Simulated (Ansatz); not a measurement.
# Ag in Ansatz: convergence with k mesh

Input of the first run (k mesh 3 × 3 × 3); the others differ in this setting and in those tied to it:

Contents of input.yaml:

```yaml
crystal:
  lattice:
    - [-1.655654, 1.655654, 1.655654]
    - [1.655654, -1.655654, 1.655654]
    - [1.655654, 1.655654, -1.655654]
  atoms:
    - { symbol: Ag, position: [0.0, 0.0, 0.0] }
hamiltonian:
  xc: pbe
  pseudopotentials: { kind: nc, source: spms }
kpoints:
  mp_grid: { grid: [3, 3, 3] }
scf:
  occupations: { method: fermi_dirac, width: 0.1 }
output:
  forces: true
  stress: true
  eigenvalues: true
```

Potentials or basis: SPMS NC.

Run with:

```sh
$ ansatz run input.yaml --threads 2 --pin off --max-ram 5632MiB --backend cpu --events-out ev --progress --plain --runs-dir out
```

This isn't the form of Ag at room conditions, which is fcc.

Hardware: 2 threads of Intel(R) Xeon(R) Processor @ 2.50GHz (Skylake/Cascade Lake), on a shared host.

```csv
k mesh,"energy less the tightest run, at zero smearing (meV/atom)",pressure (GPa),SCF cycles,CPU time (s),peak memory (GiB)
3 × 3 × 3,-363.06,-4.24,6,0.57,0.24
4 × 4 × 4,267.42,-0.44,6,0.61,0.24
5 × 5 × 5,-25.89,-1.15,6,0.66,0.24
6 × 6 × 6,82.10,-0.39,6,0.84,0.24
8 × 8 × 8,41.58,-0.51,7,1.4,0.25
10 × 10 × 10,23.21,-0.48,7,1.8,0.26
13 × 13 × 13,-9.38,-0.82,7,3,0.27
15 × 15 × 15,-7.90,-0.81,7,3.9,0.28
18 × 18 × 18,0.00,-0.67,7,6.5,0.31
```

Not settled before the last step: the energy (to 1 meV/atom), the pressure (to 0.1 GPa). Meshes of other sizes hit other points, so gaps and Fermi surfaces needn't settle smoothly. The tightest run that finished is the yardstick and may itself not be fully converged.
